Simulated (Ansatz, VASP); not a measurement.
# C in VASP and in Ansatz

```
C
1.0
     0.00000    1.77687    1.77687
     1.77687    0.00000    1.77687
     1.77687    1.77687    0.00000
C
2
Direct
  0.75000 0.75000 0.75000
  0.50000 0.50000 0.50000
```

Alike in both runs: functional PBEsol; k mesh 12 × 12 × 12; occupations gaussian, width 0.02 eV; no spin polarisation.

Ansatz relaxed the structure, and its values are those at the end. VASP's run is a single point on that final structure, the one shown.

```csv
,VASP,Ansatz
version,VASP 6.6.1,Ansatz 0.2.0
potentials or method,"VASP PAW PBE potentials, release 64 (C)","scalar-relativistic, plane waves, PAW"
plane-wave cutoff (eV),520,420
valence electrons in the cell,8,8
```

```tsv
	VASP	Ansatz	Ansatz less VASP
gap on the k mesh at the Fermi level (eV)	4.06	4.07	+0.005
least direct gap on the mesh (eV)	5.57	5.57	+0.001
pressure (GPa)	1.1	0.0	-1.10
```

Caveats: the PAW data sets were made with another functional, which shifts forces and pressure a little (VASP).
